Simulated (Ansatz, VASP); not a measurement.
## SnSe in VASP and in Ansatz

File INCAR:

```
SYSTEM = SnSe
PREC = Accurate
ENCUT = 520
EDIFF = 1E-7
ISMEAR = -1
SIGMA = 0.05
LREAL = .FALSE.
LASPH = .TRUE.
NELM = 80
ALGO = Normal
ISIF = 2
LWAVE = .FALSE.
LCHARG = .TRUE.
GGA = PE
LELF = .TRUE.
LVHAR = .TRUE.
NBANDS = 17
```

File KPOINTS:

```
Automatic mesh
0
G
  7 7 7
  0 0 0
```

POSCAR

```
SnSe
1.0
    0.0000000000      3.3680819989      3.3680819989
    3.3680819989      0.0000000000      3.3680819989
    3.3680819989      3.3680819989      0.0000000000
Sn Se
1 1
Direct
    0.0000000000      0.0000000000      0.0000000000
    0.7500000000      0.7500000000      0.7500000000
```

input.yaml

```yaml
crystal:
  lattice:
    - [0.0, 3.3680819989, 3.3680819989]
    - [3.3680819989, 0.0, 3.3680819989]
    - [3.3680819989, 3.3680819989, 0.0]
  atoms:
    - { symbol: Sn, position: [0.0, 0.0, 0.0] }
    - { symbol: Se, position: [0.75, 0.75, 0.75] }
hamiltonian:
  xc: pbe
  pseudopotentials: { kind: paw }
kpoints:
  mp_grid: { grid: [7, 7, 7] }
scf:
  occupations: { method: fermi_dirac, width: 0.05 }
output:
  forces: true
  stress: true
  eigenvalues: true
```

The cell was built by a generator and needn't be a form met in nature.

Alike in both runs: task single point; functional PBE; k mesh 7 × 7 × 7; occupations fermi-dirac, width 0.05 eV; no spin polarisation.

|  | VASP | Ansatz |
| --- | --- | --- |
| version | VASP 6.6.1 | Ansatz 0.2.0 |
| potentials or method | VASP PAW PBE potentials, release 64 (Sn_d, Se) | Ansatz PAW |
| plane-wave cutoff (eV) | 520 | 420 |
| valence electrons in the cell | 20 | 30 |

|  | VASP | Ansatz | Ansatz less VASP |
| --- | --- | --- | --- |
| gap on the k mesh at the Fermi level (eV) | 0.25 | 0.25 | +0.001 |
| least direct gap on the mesh (eV) | 0.70 | 0.70 | +0.001 |
| pressure (GPa) | 0.6 | 0.6 | 0.00 |

The two sets of potentials don't hold the same shells in valence.

Caveats: spin-orbit coupling is left out, which moves the levels of the heavy elements; an odd mesh through Γ misses points on the zone boundary, where band edges often lie (VASP); odd divisions of the mesh miss points on the zone boundary, where band edges often lie, so the gap on the mesh can be too wide (Ansatz).
